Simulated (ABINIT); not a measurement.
MoS2:

```
Mo S
1.0
     3.16900    0.00000    0.00000
    -1.58450    2.74443    0.00000
     0.00000    0.00000   12.32400
Mo S
2 4
Direct
  0.66667 0.33333 0.75000
  0.33333 0.66667 0.25000
  0.66667 0.33333 0.37700
  0.33333 0.66667 0.87700
  0.66667 0.33333 0.12300
  0.33333 0.66667 0.62300
```

Base run:

```yaml
Program: ABINIT 10.8.3 (patched build)
Functional: PBE
Potentials_or_basis: JTH PAW PBE v2.0
Cutoff: 544 eV
k_mesh: 8 × 8 × 2
Occupations: fermi-dirac, width 0.05 eV
Spin: no spin polarisation
```

Its results: band gap on the k mesh 0.98 eV, indirect (least direct gap 1.93 eV); pressure 2.0 GPa; largest force 0.060 eV/Å.

Problem. The run is repeated on the same cell with these changes: k mesh from 8 × 8 × 2 to 6 × 6 × 2. What comes out?

Solution. Band gap on the k mesh 0.89 eV, indirect (least direct gap 1.66 eV); pressure 2.0 GPa; largest force 0.056 eV/Å.

Caveats: this functional lacks dispersion, which binds the layers, so the pressure and a relaxed spacing across them are unreliable.

A k mesh can miss the band edges.
